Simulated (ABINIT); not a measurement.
The system is N.

```
N
1.0
     4.08406    0.00000    0.00000
     0.00000    4.08406    0.00000
     0.00000    0.00000    5.34591
N
4
Direct
  0.40428 0.59572 0.50000
  0.09572 0.09572 0.00000
  0.59572 0.40428 0.50000
  0.90428 0.90428 0.00000
```

| Property | Result |
| --- | --- |
| Program | ABINIT 10.8.3 (patched build) |
| Task | single point |
| Functional | PBE |
| Potentials or basis | JTH PAW PBE v2.0 |
| Cutoff | 707 eV |
| k mesh | 7 × 7 × 5 |
| Occupations | fermi-dirac, width 0.05 eV |
| Spin | no spin polarisation |

On this cell: pressure 0.1 GPa; largest force 0.457 eV/Å; band gap on the k mesh 6.93 eV, indirect (least direct gap 7.11 eV).

The same run follows on a disturbed copy (atoms moved at random, drawn with an rms of 0.05 Å):

```xyz
4
Lattice="4.0841 0.0000 0.0000 0.0000 4.0841 0.0000 0.0000 0.0000 5.3459" Properties=species:S:1:pos:R:3 pbc="T T T"
N     1.7097    2.4342    2.6846
N     0.3816    0.3754   -0.0368
N     2.4664    1.6130    2.6615
N     3.7220    3.6837   -0.0286
```

What does the disturbed cell give?

The energy moves by +18.3 meV/atom; pressure 2.3 GPa; largest force 4.425 eV/Å; band gap on the k mesh 6.98 eV, indirect (least direct gap 7.17 eV).

Forces on the atoms (eV/Å):
```
N    1.312 -1.440 -0.054
N    3.066  3.186 -0.022
N   -1.306  1.439  0.032
N   -3.072 -3.185  0.044
```

Stress tensor (GPa, compression positive):
```
 2.99  6.22  0.00
 6.22  3.07 -0.10
 0.00 -0.10  0.71
```

Caveats: an odd mesh through Γ misses points on the zone boundary, where band edges often lie; the atomic spheres overlap.
